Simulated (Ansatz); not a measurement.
The system is TiO.

```
CELL_PARAMETERS angstrom
2.85161 0.00000 0.00000
-1.42580 2.46956 0.00000
0.00000 0.00000 5.56750
ATOMIC_POSITIONS crystal
Ti 0.66667 0.33333 0.75000
Ti 0.33333 0.66667 0.25000
O 0.00000 0.00000 0.50000
O 0.00000 0.00000 0.00000
```

The cell comes from a database or a generator and needn't be the stable form of this composition.

Base run:

| Property | Result |
| --- | --- |
| Program | Ansatz 0.2.0 |
| Functional | PBEsol |
| Potentials or basis | Ansatz PAW |
| Cutoff | 420 eV |
| Density cutoff | 1680 eV |
| k mesh | 11 × 11 × 5 |
| Occupations | fermi-dirac, width 0.05 eV |
| Spin | no spin polarisation |
| Hubbard terms | Ti d U = 1 eV |

Its results: band gap on the k mesh none (metal or under the smearing width); pressure -8.5 GPa.

The run is repeated on the same cell with these changes: hubbard terms from Ti d U = 1 eV to Ti d U = 2 eV. What comes out?

Band gap on the k mesh none (metal or under the smearing width); pressure -6.9 GPa.

Caveats: U without spin polarisation on a metal has little footing; the PAW data sets come from PBE, with cores solved anew for the run's functional, which leaves a small shift of forces and pressure.

Not every run made on this cell is shown here.
